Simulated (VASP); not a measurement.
A run of VASP 6.6.1 is set up as follows.

File INCAR:

```
PREC     = Accurate       # precision mode
ENCUT    = 600            # plane-wave cutoff, eV
EDIFF    = 1E-6           # SCF threshold, eV
ISMEAR   = 0              # smearing method
SIGMA    = 0.03           # smearing width, eV
LREAL    = F              # projectors in reciprocal space
LASPH    = T              # aspherical terms in the spheres
NELM     = 80             # most SCF steps
ALGO     = Normal         # electronic algorithm
ISIF     = 3              # what is computed and relaxed
LWAVE    = F              # write WAVECAR
LCHARG   = F              # write CHGCAR
GGA      = PE             # functional
IBRION   = 2              # ionic algorithm
NSW      = 90             # ionic steps
EDIFFG   = -0.01          # ionic threshold
KPAR     = 2
```

File KPOINTS:

```
regular mesh
0
Gamma
  9 9 2
```

The input POSCAR:

```
MoSe2
1.0
    3.2880000000      0.0000000000      0.0000000000
   -1.6440000000      2.8474915276      0.0000000000
    0.0000000000      0.0000000000     12.9000000000
Mo Se
2 4
Direct
    0.3333333333      0.6666666667      0.2500000000
    0.6666666667      0.3333333333      0.7500000000
    0.3333333333      0.6666666667      0.6250000000
    0.6666666667      0.3333333333      0.1250000000
    0.3333333333      0.6666666667      0.8750000000
    0.6666666667      0.3333333333      0.3750000000
```

Potentials or basis: VASP PAW PBE potentials, release 64 (Mo_sv, Se).

Run with:

```console
$ cat potpaw_PBE.64/Mo_sv/POTCAR potpaw_PBE.64/Se/POTCAR > POTCAR
$ mpirun -np 2 vasp_std > vasp.out
```

**Question.** Estimate the space group after relaxing (to 0.05 Å).

**Answer.** P6_3/mmc (No. 194).

**Question.** Predict the relaxed cell.

**Answer.** a = 3.323 Å, b = 3.323 Å, c = 14.611 Å, α = 90.00°, β = 90.00°, γ = 120.00°.

**Question.** Predict the band gap on the k mesh.

**Answer.** 1.39 eV, indirect (least direct gap 1.42 eV).

**Question.** Predict the relaxed volume.

**Answer.** 23.29 Å³/atom.

Step by step:
```csv
step,energy change (eV),largest force (eV/Å),pressure (GPa),volume (Å³)
1,0.0000,1.1451,8.30,120.78
2,0.5024,1.9456,-11.26,139.89
3,-0.2038,0.1617,-0.31,126.98
4,-0.2042,0.1136,0.02,126.71
5,-0.2042,0.0918,0.16,126.59
6,-0.2087,0.1057,0.23,126.77
7,-0.2159,0.1452,0.46,127.28
8,-0.2196,0.1418,0.32,127.80
9,-0.2281,0.1319,-0.07,129.37
10,-0.2358,0.1076,-0.75,132.53
11,-0.2386,0.0505,-0.45,132.73
12,-0.2412,0.0464,0.06,133.06
13,-0.2415,0.0927,0.29,133.21
14,-0.2444,0.0825,0.34,133.73
15,-0.2497,0.0562,0.51,135.27
16,-0.2471,0.0245,1.00,138.27
17,-0.2505,0.0529,0.74,136.48
18,-0.2517,0.1367,-0.42,138.69
19,-0.2526,0.0612,0.04,137.79
20,-0.2535,0.0378,-0.04,138.18
21,-0.2537,0.0207,-0.08,138.46
22,-0.2538,0.0077,0.09,138.33
23,-0.2538,0.0026,0.03,138.38
24,-0.2538,0.0047,0.04,138.40
25,-0.2539,0.0106,0.07,138.45
26,-0.2539,0.0133,0.09,138.48
27,-0.2539,0.0156,0.07,138.53
28,-0.2540,0.0239,0.02,138.68
29,-0.2541,0.0399,-0.08,138.97
30,-0.2541,0.0384,-0.07,139.01
31,-0.2542,0.0333,-0.07,139.11
32,-0.2544,0.0251,-0.05,139.31
33,-0.2547,0.0069,-0.02,139.72
```

Caveat: the volume moved by over 15 % at a fixed basis, so the end points are rough; an odd mesh through Γ misses points on the zone boundary, where band edges often lie; this functional lacks dispersion, which binds the layers, so the pressure and a relaxed spacing across them are unreliable, and here the layers came unbound; the volume moved by +16 % from the deposited cell, more than functionals usually miss. As with any semilocal functional, this PBE gap is likely too small.
